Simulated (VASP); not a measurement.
# Ge (Cmmm) in VASP: a series of runs

Runs on Ge. Level: PBE. Tasks: single point.

Program: VASP 6.6.1. These are calculated values, not measurements. Logs are shortened: lines on timing, memory, paths and dates and some standing lists are left out, and cuts for length are marked.

### Step 1. Starting point

The structure is orthorhombic, space group Cmmm (No. 65). Conventional cell: a = 2.794 Å, b = 5.201 Å, c = 2.698 Å, α = 90.00°, β = 90.00°, γ = 90.00°. Ge (site symmetry mmm) is surrounded by 8 Ge at 2.70 to 2.95 Å.

This isn't the form of Ge at room conditions, which is diamond.

### Step 2. Single point, PBE

The input, INCAR:

```
PREC = Accurate ; ENCUT = 450
EDIFF = 0.001 ; ISMEAR = 0
SIGMA = 0.05 ; LREAL = F
LASPH = T ; NELM = 100
ALGO = Normal ; ISIF = 2
LWAVE = F ; LCHARG = F
GGA = PE ; NBANDS = 13
ADDGRID = F
```

The input, KPOINTS:

```
Automatic mesh
0
Gamma
  5 5 5
```

The input, POSCAR:

```
Ge
1.0
    1.4161900000     -2.6475770000      0.0134350000
    1.3961930000      2.6368340000      0.0183540000
    0.0306960000      0.0025520000      2.6389690000
Ge
1
Direct
    0.4852650000      0.4800630000      0.0156560000
```

Potentials or basis: VASP PAW PBE potentials, release 64 (Ge_d).

Launch:

```
> cat potpaw_PBE.64/Ge_d/POTCAR > POTCAR
> mpirun -np 1 vasp_std > vasp.out
```

OUTCAR:

```text
PREC = Accurate
   ENCUT = 450
   EDIFF = 0.001
   ISMEAR = 0
   LREAL = F
   LASPH = T
   NELM = 100
   ISIF = 2
   GGA = PE

 Found     63 irreducible k-points:

 Following reciprocal coordinates:
            Coordinates               Weight
  0.000000  0.000000  0.000000      1.000000
  0.200000  0.000000  0.000000      2.000000
  0.400000 -0.000000  0.000000      2.000000
 -0.000000  0.200000  0.000000      2.000000
  0.200000  0.200000  0.000000      2.000000
  0.400000  0.200000  0.000000      2.000000
   k-points           NKPTS =     63   k-points in BZ     NKDIM =     63   number of bands    NBANDS=     13
   number of dos      NEDOS =    301   number of ions     NIONS =      1
   total plane-waves  NPLWV =  10368
   dimension x,y,z NGX =    24 NGY =   24 NGZ =   18
   dimension x,y,z NGXF=    48 NGYF=   48 NGZF=   36
   ions per type =               1
   NGX,Y,Z   is equivalent  to a cutoff of  13.29, 13.37, 11.34 a.u.
   NGXF,Y,Z  is equivalent  to a cutoff of  26.58, 26.74, 22.68 a.u.
 SYSTEM =  unknown system
   PREC   = accura    normal or accurate (medium, high low for compatibility)
   ISTART =      0    job   : 0-new  1-cont  2-samecut
   ICHARG =      2    charge: 1-file 2-atom 10-const
   ISPIN  =      1    spin polarized calculation?
   LNONCOLLINEAR =      F non collinear calculations
   LSORBIT =      F    spin-orbit coupling
   LASPH  =      T    aspherical Exc in radial PAW
   ENCUT  =  450.0 eV  33.07 Ry    5.75 a.u.   5.19  5.16  4.56*2*pi/ulx,y,z
   NELM   =    100;   NELMIN=  2; NELMDL= -5     # of ELM steps
   EDIFF  = 0.1E-02   stopping-criterion for ELM
   LREAL  =      F    real-space projection
   EDIFFG = 0.1E-01   stopping-criterion for IOM
   NSW    =      0    number of steps for IOM
   IBRION =     -1    ionic relax: 0-MD 1-quasi-New 2-CG
   NFREE  =      0    steps in history (QN), initial steepest desc. (CG)
   ISIF   =      2    stress and relaxation
   ISYM   =      2    0-nonsym 1-usesym 2-fastsym
   POTIM  = 0.5000    time-step for ionic-motion
   TEBEG  =    0.0;   TEEND  =   0.0 temperature during run
   PSTRESS=    0.0 pullay stress
   NELECT =      14.0000    total number of electrons
   NUPDOWN=      -1.0000    fix difference up-down
   EMIN   =  10.00;   EMAX   =-10.00  energy-range for DOS
   EFERMI =   0.00;   METHOD = LEGACY
   ISMEAR =     0;   SIGMA  =   0.05  broadening in eV -4-tet -1-fermi 0-gaus
   EFERMI_NEDOS =   21; number of points for ismear=-14 and -15
   IALGO  =     38    algorithm
   IMIX   =      4    mixing-type and parameters
     AMIX     =   0.40;   BMIX     =  1.00
     AMIX_MAG =   1.60;   BMIX_MAG =  1.00
  volume/ion in A,a.u.               =      19.61       132.31
  Fermi-wavevector in a.u.,A,eV,Ry     =   1.463234  2.765111 29.130789  2.141053
  Thomas-Fermi vector in A             =   2.579353
   LORBIT       =      0    0 simple, 1 ext, 2 COOP (PROOUT), +10 PAW based schemes
   GGA     = PE    functional components
   LHFCALC =     F    Hartree Fock is set to
   AEXX    =    0.0000 exact exchange contribution
   IVDW    =     0    specifies the selected vdW correction
   LEPSILON=     F    determine dielectric tensor
   LRPA    =     F    only Hartree local field effects (RPA)
 non-spin polarized calculation
 Gauss-broadening in eV      SIGMA  =   0.05
  energy-cutoff  :      450.00
  volume of cell :       19.61
 maximum number of plane-waves:       433
 NGX is ok and might be reduce to    24

 number of electron      14.0000005 magnetization

 Free energy of the ion-electron system (eV)
  ---------------------------------------------------
  ext. energy  EPLUGINS =         0.00000000
  ---------------------------------------------------
  free energy    TOTEN  =        -4.24456393 eV

  energy without entropy =       -4.24324389  energy(sigma->0) =       -4.24390391

 E-fermi :   6.0071     XC(G=0): -11.0380

 val. band max:        5.9950476081   @ k =   0.2000   0.4000   0.2000
 cond. band min:       6.0373390119   @ k =   0.4000  -0.0000   0.4000
 fundamental gap:      0.0422914038
 Fermi energy:         6.0070566511

 k-point     1 :       0.0000    0.0000    0.0000
  band No.  band energies     occupation
      1     -18.5415      2.00000
      2     -18.4567      2.00000
      3     -18.4044      2.00000
      4     -18.2988      2.00000
      5     -18.2874      2.00000
      6      -6.6499      2.00000
      7      12.7535      0.00000
      8      13.7462      0.00000
      9      14.4180      0.00000
     10      16.7245      0.00000
     11      18.3561      0.00000
     12      20.7631      0.00000
     13      21.0503      0.00000

 k-point     2 :       0.2000    0.0000    0.0000
  band No.  band energies     occupation
      1     -18.5215      2.00000
      2     -18.4321      2.00000
      3     -18.3967      2.00000
      4     -18.3047      2.00000
      5     -18.3012      2.00000
      6      -5.7091      2.00000
      7       8.6988      0.00000
      8      11.2413      0.00000
      9      14.6343      0.00000
     10      15.7788      0.00000
     11      18.7916      0.00000
     12      21.7278      0.00000
     13      25.2898      0.00000

 k-point     3 :       0.4000   -0.0000    0.0000
  band No.  band energies     occupation
      1     -18.5071      2.00000
      2     -18.4272      2.00000
      3     -18.3335      2.00000
      4     -18.3297      2.00000
      5     -18.3067      2.00000
      6      -3.0123      2.00000
      7       2.5347      2.00000
      8       9.6071      0.00000
      9      13.6838      0.00000
     10      16.7936      0.00000
     11      21.4746      0.00000
     12      24.6875      0.00000
     13      25.7214      0.00000

 k-point     4 :      -0.0000    0.2000    0.0000
  band No.  band energies     occupation
      1     -18.5201      2.00000
      2     -18.4296      2.00000
      3     -18.3995      2.00000
      4     -18.3084      2.00000
      5     -18.2978      2.00000
      6      -5.6961      2.00000
      7       8.8128      0.00000
      8      11.1135      0.00000
      9      14.6463      0.00000
     10      15.6362      0.00000
     11      18.7871      0.00000
     12      21.8145      0.00000
     13      25.0884      0.00000

 k-point     5 :       0.2000    0.2000    0.0000
  band No.  band energies     occupation
      1     -18.4972      2.00000
      2     -18.4313      2.00000
      3     -18.3483      2.00000
      4     -18.3275      2.00000
      5     -18.3062      2.00000
      6      -3.7236      2.00000
      7       4.6997      2.00000
      8       7.4521      0.00000
      9      16.3196      0.00000
     10      18.2172      0.00000
     11      19.7061      0.00000
     12      21.3811      0.00000
     13      26.5377      0.00000

 k-point     6 :       0.4000    0.2000    0.0000
  band No.  band energies     occupation
      1     -18.4888      2.00000
      2     -18.4155      2.00000
      3     -18.3444      2.00000
      4     -18.3298      2.00000
      5     -18.3144      2.00000
      6      -1.4443      2.00000
      7       1.6549      2.00000
      8       5.2531      2.00000
      9      17.7010      0.00000
     10      18.9112      0.00000
     11      23.3744      0.00000
     12      24.1010      0.00000
     13      24.7748      0.00000

 [... further k-points ...]

------------------------ aborting loop because EDIFF is reached ----------------------------------------

  FORCE on cell =-STRESS in cart. coord.  units (eV):
  Direction    XX          YY          ZZ          XY          YZ          ZX
  --------------------------------------------------------------------------------------
  -------------------------------------------------------------------------------------
  Total       -1.2557257      0.5428744      0.1476528     -0.1945668      0.0468831      0.0991091
  in kB     -102.6109798     44.3607021     12.0653705    -15.8989282      3.8310269      8.0986522
  external PRESSURE =     -15.3949690 kB  Pullay stress =       0.0000000 kB

 VOLUME and BASIS-vectors are now :
 -----------------------------------------------------------------------------
  energy-cutoff  :      450.00
  volume of cell :       19.61
      direct lattice vectors                 reciprocal lattice vectors
     1.416190000 -2.647577000  0.013435000     0.354897238 -0.187889191 -0.003946402
     1.396193000  2.636834000  0.018354000     0.356347309  0.190588350 -0.004329273
     0.030696000  0.002552000  2.638969000    -0.004285175 -0.000368995  0.378986066

 POSITION                                       TOTAL-FORCE (eV/Angst)
 -----------------------------------------------------------------------------------
      1.35797     -0.01889      0.05665        -0.000000     -0.000000      0.000000
 -----------------------------------------------------------------------------------
    total drift:                                0.000053     -0.000161      0.000187

  FREE ENERGIE OF THE ION-ELECTRON SYSTEM (eV)
  ---------------------------------------------------
  free  energy   TOTEN  =        -4.2445639276 eV

  energy  without entropy=       -4.2432438909  energy(sigma->0) =       -4.24390391
```

It took 2.8 s on 1 thread of Intel Xeon 6975P-C (Granite Rapids), shared host; peak memory 0.13 GiB.

These settings aren't checked as converged: the numbers below hold their error.

Results:

```yaml
Free_energy: -4.2446 eV
Pressure: -1.5 GPa
Band_gap_on_the_k_mesh: none (metal or under the smearing width)
```

Caveat: the k mesh is coarse (spacing up to 0.51 Å⁻¹), so the values aren't converged.

### Step 3. Single point, PBE

This run uses another cell than the first one, of the same volume but with other edges.

Changes to INCAR since step 2:

```diff
@@ -1,3 +1,3 @@
 PREC = Accurate ; ENCUT = 450
-EDIFF = 0.001 ; ISMEAR = 0
+EDIFF = 1E-4 ; ISMEAR = 0
 SIGMA = 0.05 ; LREAL = F
```

KPOINTS is that of step 2.

The input, POSCAR:

```
Ge
1.0
    1.3971490000     -2.6005160000      0.0000000000
    1.3971490000      2.6005160000      0.0000000000
    0.0000000000      0.0000000000      2.6982310000
Ge
1
Direct
    0.5000000000      0.5000000000      0.0000000000
```

Potentials or basis: VASP PAW PBE potentials, release 64 (Ge_d).

Launch:

```
> cat potpaw_PBE.64/Ge_d/POTCAR > POTCAR
> mpirun -np 1 vasp_std > vasp.out
```

Run time: 2.1 s. Hardware: 1 thread of Intel Xeon 6975P-C (Granite Rapids), shared host; peak memory 0.12 GiB.

The run converged, but some of its settings lie outside the range that counts as converged, so its numbers aren't taken as properties of the crystal.

What came out:

```
Free energy            : -4.2402 eV
Pressure               : -0.4 GPa
Band gap on the k mesh : none (metal or under the smearing width)
```

Caveat: the k mesh is coarse (spacing up to 0.51 Å⁻¹), so the values aren't converged.

(Part 1 of 2 ends here.)
